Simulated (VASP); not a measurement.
Here is a VASP 6.6.1 calculation.

The input INCAR:

```
SYSTEM = HfB
PREC = Accurate
ENCUT = 520
EDIFF = 1E-7
ISMEAR = -1
SIGMA = 0.05
LREAL = .False.
LASPH = .True.
NELM = 100
ALGO = Normal
ISIF = 2
LWAVE = .False.
LCHARG = .False.
GGA = PE
NBANDS = 14
```

KPOINTS

```
regular mesh
0
Gamma
  10 10 10
  0 0 0
```

Contents of POSCAR:

```
HfB
1.0
    0.0000000000      2.3403982228      2.3403982228
    2.3403982228      0.0000000000      2.3403982228
    2.3403982228      2.3403982228      0.0000000000
Hf B
1 1
Direct
    0.5000000000      0.5000000000      0.5000000000
    0.0000000000      0.0000000000      0.0000000000
```

Potentials or basis: VASP PAW PBE potentials, release 64 (Hf_pv, B).

Command:

```sh
$ cat potpaw_PBE.64/Hf_pv/POTCAR potpaw_PBE.64/B/POTCAR > POTCAR
$ mpirun -np 1 vasp_std > vasp.out
```

Q: Predict the pressure.

A: 20.2 GPa.

Q: What does it give for the band gap on the k mesh?

A: None (metal or under the smearing width).

Caveat: so large a pressure means that the cell lies far from this level's equilibrium, or that cutoff or potentials fall short. The run has no spin-orbit coupling, so splittings on Hf are missing.
